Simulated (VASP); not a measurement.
# Hf (Im-3m) in VASP: further runs

One crystal, Hf, is run at these levels: r2SCAN; tasks: single point.

All numbers are computed with VASP 6.6.1; they aren't measurements. Logs are shortened: lines on timing, memory, paths and dates and some standing lists are left out, and cuts for length are marked.

## (1) The crystal as given

The structure is cubic, space group Im-3m (No. 229). The conventional cell has a = 3.610 Å, b = 3.610 Å, c = 3.610 Å, α = 90.00°, β = 90.00°, γ = 90.00°. Hf (site symmetry m-3m) has 8 Hf at 3.13 Å as nearest neighbours.

This isn't the form of Hf at room conditions, which is hcp.

## (2) Single point, r2SCAN

Input file INCAR:

```
SYSTEM = Hf
ADDGRID = .False.
ALGO = Normal
EDIFF = 1E-6
ENCUT = 400
ISIF = 2
ISMEAR = 1
LASPH = .True.
LCHARG = .False.
LMIXTAU = .True.
LREAL = .False.
LWAVE = .False.
METAGGA = R2SCAN
NELM = 100
PREC = Accurate
SIGMA = 0.15
```

Input file KPOINTS:

```
k-points
0
Gamma
  13 13 13
  0 0 0
```

Input file POSCAR:

```
Hf
1.0
   -1.8050000000      1.8050000000      1.8050000000
    1.8050000000     -1.8050000000      1.8050000000
    1.8050000000      1.8050000000     -1.8050000000
Hf
1
Direct
    0.0000000000      0.0000000000      0.0000000000
```

Potentials or basis: VASP PAW PBE potentials, release 64 (Hf).

The run is started by

```
$ cat potpaw_PBE.64/Hf/POTCAR > POTCAR
$ mpirun -np 1 vasp_std > vasp.out
```

OUTCAR:

```text
SYSTEM = Hf
   EDIFF = 1E-6
   ENCUT = 400
   ISIF = 2
   ISMEAR = 1
   LASPH = .True.
   LREAL = .False.
   METAGGA = R2SCAN
   NELM = 100
   PREC = Accurate

 Found     84 irreducible k-points:

 Following reciprocal coordinates:
            Coordinates               Weight
  0.000000  0.000000  0.000000      1.000000
  0.076923  0.000000  0.000000     12.000000
  0.153846  0.000000  0.000000     12.000000
  0.230769  0.000000  0.000000     12.000000
  0.307692  0.000000  0.000000     12.000000
  0.384615  0.000000  0.000000     12.000000
   k-points           NKPTS =     84   k-points in BZ     NKDIM =     84   number of bands    NBANDS=      6
   number of dos      NEDOS =    301   number of ions     NIONS =      1
   total plane-waves  NPLWV =   8000
   dimension x,y,z NGX =    20 NGY =   20 NGZ =   20
   dimension x,y,z NGXF=    40 NGYF=   40 NGZF=   40
   ions per type =               1
   NGX,Y,Z   is equivalent  to a cutoff of  10.64, 10.64, 10.64 a.u.
   NGXF,Y,Z  is equivalent  to a cutoff of  21.27, 21.27, 21.27 a.u.
 SYSTEM =  Hf
   PREC   = accura    normal or accurate (medium, high low for compatibility)
   ISTART =      0    job   : 0-new  1-cont  2-samecut
   ICHARG =      2    charge: 1-file 2-atom 10-const
   ISPIN  =      1    spin polarized calculation?
   LNONCOLLINEAR =      F non collinear calculations
   LSORBIT =      F    spin-orbit coupling
   LASPH  =      T    aspherical Exc in radial PAW
   ENCUT  =  400.0 eV  29.40 Ry    5.42 a.u.   5.10  5.10  5.10*2*pi/ulx,y,z
   NELM   =    100;   NELMIN=  2; NELMDL= -5     # of ELM steps
   EDIFF  = 0.1E-05   stopping-criterion for ELM
   LREAL  =      F    real-space projection
   EDIFFG = 0.1E-04   stopping-criterion for IOM
   NSW    =      0    number of steps for IOM
   IBRION =     -1    ionic relax: 0-MD 1-quasi-New 2-CG
   NFREE  =      0    steps in history (QN), initial steepest desc. (CG)
   ISIF   =      2    stress and relaxation
   ISYM   =      2    0-nonsym 1-usesym 2-fastsym
   POTIM  = 0.5000    time-step for ionic-motion
   TEBEG  =    0.0;   TEEND  =   0.0 temperature during run
   PSTRESS=    0.0 pullay stress
   NELECT =       4.0000    total number of electrons
   NUPDOWN=      -1.0000    fix difference up-down
   EMIN   =  10.00;   EMAX   =-10.00  energy-range for DOS
   EFERMI =   0.00;   METHOD = LEGACY
   ISMEAR =     1;   SIGMA  =   0.15  broadening in eV -4-tet -1-fermi 0-gaus
   EFERMI_NEDOS =   21; number of points for ismear=-14 and -15
   IALGO  =     38    algorithm
   IMIX   =      4    mixing-type and parameters
     AMIX     =   0.40;   BMIX     =  1.00
     AMIX_MAG =   1.60;   BMIX_MAG =  1.00
  volume/ion in A,a.u.               =      23.52       158.74
  Fermi-wavevector in a.u.,A,eV,Ry     =   0.906980  1.713943 11.192321  0.822612
  Thomas-Fermi vector in A             =   2.030732
   LORBIT       =      0    0 simple, 1 ext, 2 COOP (PROOUT), +10 PAW based schemes
   METAGGA = R2SCAN    functional components
   LHFCALC =     F    Hartree Fock is set to
   AEXX    =    0.0000 exact exchange contribution
   IVDW    =     0    specifies the selected vdW correction
   LEPSILON=     F    determine dielectric tensor
   LRPA    =     F    only Hartree local field effects (RPA)
 non-spin polarized calculation
 Methfessel and Paxton  Order N= 1 SIGMA  =   0.15
  energy-cutoff  :      400.00
  volume of cell :       23.52
 maximum number of plane-waves:       438
   NGX = 11   NGY = 11   NGZ = 11

 number of electron       4.0000000 magnetization

 Free energy of the ion-electron system (eV)
  ---------------------------------------------------
  ext. energy  EPLUGINS =         0.00000000
  ---------------------------------------------------
  free energy    TOTEN  =       -44.86677925 eV

  energy without entropy =      -44.86555307  energy(sigma->0) =      -44.86637052

 E-fermi :   4.4298     XC(G=0): -11.4423

 val. band max:        4.4282751909   @ k =   0.1538   0.1538   0.0769
 cond. band min:       4.4378787769   @ k =  -0.3846  -0.4615   0.0769
 fundamental gap:      0.0096035860
 Fermi energy:         4.4297755461

 k-point     1 :       0.0000    0.0000    0.0000
  band No.  band energies     occupation
      1      -2.7591      2.00000
      2       6.0970     -0.00000
      3       6.0970     -0.00000
      4       6.0970     -0.00000
      5       8.7521      0.00000
      6       8.7521      0.00000

 k-point     2 :       0.0769    0.0000    0.0000
  band No.  band energies     occupation
      1      -2.5479      2.00000
      2       5.9457     -0.00000
      3       6.0300     -0.00000
      4       6.3026     -0.00000
      5       8.5227      0.00000
      6       8.7501      0.00000

 k-point     3 :       0.1538    0.0000    0.0000
  band No.  band energies     occupation
      1      -1.9424      2.00000
      2       5.5593     -0.00000
      3       5.7264     -0.00000
      4       6.9082     -0.00000
      5       8.2053      0.00000
      6       8.7684      0.00000

 k-point     4 :       0.2308    0.0000    0.0000
  band No.  band energies     occupation
      1      -1.0367      2.00000
      2       5.0787     -0.00000
      3       5.1752     -0.00000
      4       7.8788      0.00000
      5       8.2211      0.00000
      6       8.8563      0.00000

 k-point     5 :       0.3077    0.0000    0.0000
  band No.  band energies     occupation
      1      -0.0293      2.00000
      2       4.6294     -0.06793
      3       4.7270     -0.01696
      4       8.4579      0.00000
      5       9.0422      0.00000
      6       9.1410      0.00000

 k-point     6 :       0.3846    0.0000    0.0000
  band No.  band energies     occupation
      1       0.7489      2.00000
      2       4.2930      2.02686
      3       4.7336     -0.01471
      4       8.6416      0.00000
      5       9.2950      0.00000
      6      10.5323      0.00000

 [... further k-points ...]
[... 5 lines left out ...]
  --------------------------------------------------------------------------------------
  -------------------------------------------------------------------------------------
  Total       -1.1505089     -1.1505089     -1.1505089     -0.0000000     -0.0000000      0.0000000
  in kB      -78.3626223    -78.3626223    -78.3626223     -0.0000000     -0.0000000      0.0000000
  external PRESSURE =     -78.3626223 kB  Pullay stress =       0.0000000 kB

 VOLUME and BASIS-vectors are now :
 -----------------------------------------------------------------------------
  energy-cutoff  :      400.00
  volume of cell :       23.52
      direct lattice vectors                 reciprocal lattice vectors
    -1.805000000  1.805000000  1.805000000     0.000000000  0.277008310  0.277008310
     1.805000000 -1.805000000  1.805000000     0.277008310  0.000000000  0.277008310
     1.805000000  1.805000000 -1.805000000     0.277008310  0.277008310  0.000000000

 POSITION                                       TOTAL-FORCE (eV/Angst)
 -----------------------------------------------------------------------------------
      0.00000      0.00000      0.00000         0.000000      0.000000     -0.000000
 -----------------------------------------------------------------------------------
    total drift:                                0.000000      0.000000      0.000000

  FREE ENERGIE OF THE ION-ELECTRON SYSTEM (eV)
  ---------------------------------------------------
  free  energy   TOTEN  =       -44.8667792540 eV

  energy  without entropy=      -44.8655530669  energy(sigma->0) =      -44.86637052
```

Run time: 32 s. Hardware: 1 thread of Intel Xeon Platinum 8488C (Sapphire Rapids), shared host; peak memory 0.13 GiB.

These settings aren't checked as converged: the numbers below hold their error.

What came out:

- Free energy: -44.8668 eV
- Pressure: -7.8 GPa
- Band gap on the k mesh: none (metal or under the smearing width)

Caveat: the PAW data sets were made with another functional, which shifts forces and pressure a little.

## (3) Single point, r2SCAN

INCAR, as its differences from that of step 2:

```diff
@@ -1,5 +1,5 @@
 SYSTEM = Hf
-ADDGRID = .False.
+ADDGRID = .True.
 ALGO = Normal
-EDIFF = 1E-6
+EDIFF = 1E-7
 ENCUT = 400
```

KPOINTS is that of step 2.

POSCAR is that of step 2.

Potentials or basis: VASP PAW PBE potentials, release 64 (Hf).

The run is started by

```
$ cat potpaw_PBE.64/Hf/POTCAR > POTCAR
$ mpirun -np 1 vasp_std > vasp.out
```

Run time: 44 s. Hardware: 1 thread of Intel Xeon Platinum 8488C (Sapphire Rapids), shared host; peak memory 0.19 GiB.

These settings aren't checked as converged: the numbers below hold their error.

What came out:

```yaml
Free_energy: -44.8668 eV
Pressure: -7.8 GPa
Band_gap_on_the_k_mesh: none (metal or under the smearing width)
```

Caveat: the PAW data sets were made with another functional, which shifts forces and pressure a little.

## (4) Single point, r2SCAN

INCAR, as its differences from that of step 3:

```diff
@@ -1,3 +1,3 @@
 SYSTEM = Hf
-ADDGRID = .True.
+ADDGRID = .False.
 ALGO = Normal
@@ -7,3 +7,3 @@
 ISMEAR = 1
-LASPH = .True.
+LASPH = .False.
 LCHARG = .False.
```

KPOINTS is that of step 3.

POSCAR is that of step 3.

The run is started by

```
$ cat potpaw_PBE.64/Hf/POTCAR > POTCAR
$ mpirun -np 1 vasp_std > vasp.out
```

Run time: 35 s. Hardware: 1 thread of Intel Xeon Platinum 8488C (Sapphire Rapids), shared host; peak memory 0.12 GiB.

These settings aren't checked as converged: the numbers below hold their error.

Results:

```
Free energy            : -44.8668 eV
Pressure               : -7.8 GPa
Band gap on the k mesh : none (metal or under the smearing width)
```

Caveat: the PAW data sets were made with another functional, which shifts forces and pressure a little.

## (5) Single point, r2SCAN

Input file INCAR:

```
SYSTEM = Hf
ADDGRID = .False.
ALGO = Normal
EDIFF = 1E-4
ENCUT = 400
ISIF = 2
ISMEAR = 1
LASPH = .True.
LCHARG = .False.
LMIXTAU = .True.
LREAL = Auto
LWAVE = .False.
METAGGA = R2SCAN
NELM = 100
PREC = Normal
SIGMA = 0.15
```

KPOINTS is that of step 4.

POSCAR is that of step 4.

Potentials or basis: VASP PAW PBE potentials, release 64 (Hf).

The run is started by

```
$ cat potpaw_PBE.64/Hf/POTCAR > POTCAR
$ mpirun -np 1 vasp_std > vasp.out
```

OUTCAR:

```text
SYSTEM = Hf
   EDIFF = 1E-4
   ENCUT = 400
   ISIF = 2
   ISMEAR = 1
   LASPH = .True.
   LREAL = Auto
   METAGGA = R2SCAN
   NELM = 100
   PREC = Normal

 Found     84 irreducible k-points:

 Following reciprocal coordinates:
            Coordinates               Weight
  0.000000  0.000000  0.000000      1.000000
  0.076923  0.000000  0.000000     12.000000
  0.153846  0.000000  0.000000     12.000000
  0.230769  0.000000  0.000000     12.000000
  0.307692  0.000000  0.000000     12.000000
  0.384615  0.000000  0.000000     12.000000
   k-points           NKPTS =     84   k-points in BZ     NKDIM =     84   number of bands    NBANDS=      6
   number of dos      NEDOS =    301   number of ions     NIONS =      1
   total plane-waves  NPLWV =   4096
   dimension x,y,z NGX =    16 NGY =   16 NGZ =   16
   dimension x,y,z NGXF=    32 NGYF=   32 NGZF=   32
   ions per type =               1
   NGX,Y,Z   is equivalent  to a cutoff of   8.51,  8.51,  8.51 a.u.
   NGXF,Y,Z  is equivalent  to a cutoff of  17.02, 17.02, 17.02 a.u.
 SYSTEM =  Hf
   PREC   = normal    normal or accurate (medium, high low for compatibility)
   ISTART =      0    job   : 0-new  1-cont  2-samecut
   ICHARG =      2    charge: 1-file 2-atom 10-const
   ISPIN  =      1    spin polarized calculation?
   LNONCOLLINEAR =      F non collinear calculations
   LSORBIT =      F    spin-orbit coupling
   LASPH  =      T    aspherical Exc in radial PAW
   ENCUT  =  400.0 eV  29.40 Ry    5.42 a.u.   5.10  5.10  5.10*2*pi/ulx,y,z
[... 49 lines left out ...]

 E-fermi :   4.4334     XC(G=0): -11.4486

 val. band max:        4.4178007784   @ k =   0.2308   0.0769   0.0769
 cond. band min:       4.4356011449   @ k =   0.1538   0.1538   0.0769
 fundamental gap:      0.0178003665
 Fermi energy:         4.4333956262

 k-point     1 :       0.0000    0.0000    0.0000
  band No.  band energies     occupation
      1      -2.7748      2.00000
      2       6.1126     -0.00000
      3       6.1126     -0.00000
      4       6.1128     -0.00000
      5       8.7788      0.00000
      6       8.7788      0.00000
[... 37 lines left out ...]
 k-point     6 :       0.3846    0.0000    0.0000
  band No.  band energies     occupation
      1       0.7417      2.00000
      2       4.3020      2.01407
      3       4.7292     -0.01747
      4       8.6672      0.00000
      5       9.3251      0.00000
      6      10.5581      0.00000

 [... further k-points ...]
[... 5 lines left out ...]
  --------------------------------------------------------------------------------------
  -------------------------------------------------------------------------------------
  Total       -1.3194648     -1.3194648     -1.3194648      0.0000000      0.0000000      0.0000000
  in kB      -89.8704222    -89.8704222    -89.8704222      0.0000000      0.0000000      0.0000000
  external PRESSURE =     -89.8704222 kB  Pullay stress =       0.0000000 kB

 VOLUME and BASIS-vectors are now :
 -----------------------------------------------------------------------------
  energy-cutoff  :      400.00
  volume of cell :       23.52
      direct lattice vectors                 reciprocal lattice vectors
    -1.805000000  1.805000000  1.805000000     0.000000000  0.277008310  0.277008310
     1.805000000 -1.805000000  1.805000000     0.277008310  0.000000000  0.277008310
     1.805000000  1.805000000 -1.805000000     0.277008310  0.277008310  0.000000000

 POSITION                                       TOTAL-FORCE (eV/Angst)
 -----------------------------------------------------------------------------------
      0.00000      0.00000      0.00000        -0.000000     -0.000000      0.000000
 -----------------------------------------------------------------------------------
    total drift:                               -0.000000     -0.000000      0.000000

  FREE ENERGIE OF THE ION-ELECTRON SYSTEM (eV)
  ---------------------------------------------------
  free  energy   TOTEN  =       -44.8687333164 eV

  energy  without entropy=      -44.8673416300  energy(sigma->0) =      -44.86826942
```

OSZICAR:

```text
N       E                     dE             d eps       ncg     rms          rms(c)
DAV:   1    -0.385696345147E+02   -0.38570E+02   -0.13008E+03  1014   0.423E+02
DAV:   2    -0.444913063202E+02   -0.59217E+01   -0.56999E+01  1920   0.456E+01
DAV:   3    -0.445461408993E+02   -0.54835E-01   -0.54301E-01  1050   0.519E+00
DAV:   4    -0.445463226388E+02   -0.18174E-03   -0.18176E-03  1440   0.248E-01
DAV:   5    -0.445463228027E+02   -0.16387E-06   -0.16364E-06   978   0.708E-03    0.664E+00
DAV:   6    -0.448480756332E+02   -0.30175E+00   -0.18491E-01  1212   0.269E+00    0.390E+00
DAV:   7    -0.448061514480E+02    0.41924E-01   -0.68990E-01  1164   0.516E+00    0.185E+00
DAV:   8    -0.448430216077E+02   -0.36870E-01   -0.35084E-01  1008   0.361E+00    0.310E-01
DAV:   9    -0.448350330756E+02    0.79885E-02   -0.13773E-02  1350   0.977E-01    0.196E-01
DAV:  10    -0.448688905961E+02   -0.33858E-01   -0.17185E-02  1278   0.960E-01    0.180E-01
DAV:  11    -0.448687263981E+02    0.16420E-03   -0.15128E-04  1008   0.969E-02    0.158E-01
DAV:  12    -0.448687333164E+02   -0.69182E-05   -0.41649E-06   516   0.171E-02
   1 F= -.44868733E+02 E0= -.44868269E+02  d E =-.139169E-02
```

It took 14 s on 1 thread of Intel Xeon Platinum 8488C (Sapphire Rapids), shared host; peak memory 0.11 GiB.

These settings aren't checked as converged: the numbers below hold their error.

Results:

| Item | Value |
| --- | --- |
| Free energy | -44.8687 eV |
| Pressure | -9.0 GPa |
| Band gap on the k mesh | none (metal or under the smearing width) |

Caveat: the PAW data sets were made with another functional, which shifts forces and pressure a little.

## (6) Single point, r2SCAN

Input file INCAR:

```
SYSTEM = Hf
ADDGRID = .False.
ALGO = Normal
EDIFF = 1E-7
ENCUT = 600
ISIF = 2
ISMEAR = 1
LASPH = .True.
LCHARG = .False.
LMIXTAU = .True.
LREAL = .False.
LWAVE = .False.
METAGGA = R2SCAN
NELM = 100
PREC = Accurate
SIGMA = 0.15
```

Input file KPOINTS:

```
k-points
0
Gamma
  11 11 11
  0 0 0
```

POSCAR is that of step 5.

Potentials or basis: VASP PAW PBE potentials, release 64 (Hf).

The run is started by

```
$ cat potpaw_PBE.64/Hf/POTCAR > POTCAR
$ mpirun -np 1 vasp_std > vasp.out
```

Wall time 63 s (1 thread of Intel Xeon Platinum 8488C (Sapphire Rapids), shared host); peak memory 0.17 GiB.

These settings aren't checked as converged: the numbers below hold their error.

Results:

```yaml
Free_energy: -44.8637 eV
Pressure: -7.7 GPa
Band_gap_on_the_k_mesh: none (metal or under the smearing width)
```

Caveat: the PAW data sets were made with another functional, which shifts forces and pressure a little.
